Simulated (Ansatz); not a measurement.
# TiAl: the cost of one run

Program: Ansatz 0.2.0. Level of theory: DFT PBE, scalar-relativistic, plane waves, PAW. These are calculated values, not measurements.

2 further runs of the same task are left out: 1 that didn't finish, 1 set aside as unsound or not needed.

**1. The starting structure**

The structure is cubic, space group Pm-3m (No. 221). The conventional cell has a = 2.893 Å, b = 2.893 Å, c = 2.893 Å, α = 90.00°, β = 90.00°, γ = 90.00°. Around Al (site symmetry m-3m) lie 8 Ni at 2.51 Å. Ni (site symmetry m-3m) has 8 Al at 2.51 Å as nearest neighbours.

Structure file:

```
Al Ni
1.0
     2.89308    0.00000    0.00000
     0.00000    2.89308    0.00000
     0.00000    0.00000    2.89308
Al Ni
1 1
Direct
  0.00000 0.00000 0.00000
  0.50000 0.50000 0.50000
```

This cell was relaxed beforehand with the same method: volume 12.11 Å³/atom, gap on the mesh none (metal).

**2. The second end member**

TiAl is put into the same structure and relaxed.

The cell holds 1 Al, 1 Ti: a = 3.031 Å, b = 3.031 Å, c = 3.031 Å, α = 90.00°, β = 90.00°, γ = 90.00°.

**3. A first look at the start (TiAl)**

The input, input.yaml:

```yaml
crystal:
  lattice:
    - [3.0306581409, 0.0, 0.0]
    - [0.0, 3.0306581409, 0.0]
    - [0.0, 0.0, 3.0306581409]
  atoms:
    - { symbol: Al, position: [0.0, 0.0, 0.0] }
    - { symbol: Ti, position: [0.5, 0.5, 0.5] }
basis:
  ecutwfc: 420
kpoints:
  mp_grid: { grid: [6, 6, 6] }
hamiltonian:
  xc: pbe
scf:
  occupations: { method: gaussian, width: 0.1 }
output:
  forces: true
  stress: true
  eigenvalues: true
```

Run with:

```bash
$ ansatz run input.yaml --threads 2 --pin off --max-ram 5120MiB --backend cpu --events-out ev --progress --plain --runs-dir out
```

**Question.** How long does this run take on 2 threads of Intel Xeon at 2.50GHz (Skylake/Cascade Lake), shared host, and how much memory does it need?

About 2.2 s, with a peak of 0.3 GiB.
